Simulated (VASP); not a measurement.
Nb, 1 atom in the cell. The structure is cubic, space group Im-3m (No. 229). The conventional cell has a = 3.328 Å, b = 3.328 Å, c = 3.328 Å, α = 90.00°, β = 90.00°, γ = 90.00°. Nb (site symmetry m-3m) has 8 Nb at 2.88 Å as nearest neighbours. 

```yaml
Program: VASP 6.6.1
Task: relaxation of cell and atoms
Functional: RPBE
Potentials_or_basis: VASP PAW PBE potentials, release 64 (Nb_sv)
Cutoff: 600 eV
k_mesh: 16 × 16 × 16
Occupations: methfessel-paxton, width 0.1 eV
Spin: no spin polarisation
Further_INCAR_settings: ALGO = Normal; EDIFF = 1e-06; IBRION = 2; EDIFFG = -0.01; NSW = 90; ISIF = 3
```

Potentials or basis: VASP PAW PBE potentials, release 64 (Nb_sv).

The run is started by

```sh
$ cat potpaw_PBE.64/Nb_sv/POTCAR > POTCAR
$ mpirun -np 1 vasp_std > vasp.out
```

Hardware: 1 thread of Intel(R) Xeon(R) Platinum 8488C (Sapphire Rapids), with other jobs on the host.

Task: Estimate the wall time of this run.

Result: It took 40 s on 1 thread of Intel(R) Xeon(R) Platinum 8488C (Sapphire Rapids) (shared host), peak memory 0.16 GiB. Counts: scf iterations 26, k points 145, ion steps 3.
